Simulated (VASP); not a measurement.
A run of VASP 6.6.1 is set up as follows.

File INCAR:

```
SYSTEM = GaN
PREC = Accurate
ENCUT = 520
EDIFF = 1E-6
ISMEAR = -1
SIGMA = 0.02
LREAL = .FALSE.
LASPH = .TRUE.
NELM = 100
ALGO = Normal
ISIF = 2
LWAVE = .FALSE.
LCHARG = .FALSE.
GGA = PE
NBANDS = 16
```

KPOINTS

```
regular mesh
0
G
  10 10 10
  0 0 0
```

The input POSCAR:

```
GaN
1.0
    0.0000000000      2.2742384922      2.2742384922
    2.2742384922      0.0000000000      2.2742384922
    2.2742384922      2.2742384922      0.0000000000
Ga N
1 1
Direct
    0.0000000000      0.0000000000      0.0000000000
    0.7500000000      0.7500000000      0.7500000000
```

Potentials or basis: VASP PAW PBE potentials, release 64 (Ga_d, N).

The run is started by

```console
$ cat potpaw_PBE.64/Ga_d/POTCAR potpaw_PBE.64/N/POTCAR > POTCAR
$ mpirun -np 1 vasp_std > vasp.out
```

Problem. Predict the pressure.

Solution. 0.1 GPa.

Problem. Predict the band gap on the k mesh.

Solution. 1.55 eV, direct.

**The experiment to reproduce.**

A printed reference work, textbook reports, for a bulk crystal of GaN at 0 K: band gap 3.299 eV (direct).

A measured gap of GaN is 3.299 eV (direct; 0 K; a printed reference work, textbook); the calculated 1.55 eV misses it by -1.75 eV. So large a miss can be the level of theory's own, or it may mean another phase, state or a wrong row. Spin-orbit coupling on Ga is left out. The value is that of PBE, without temperature or zero-point motion. Semilocal functionals fall short of measured gaps as a rule. The cell is a database's relaxed one, not the measured one, which moves gaps too.
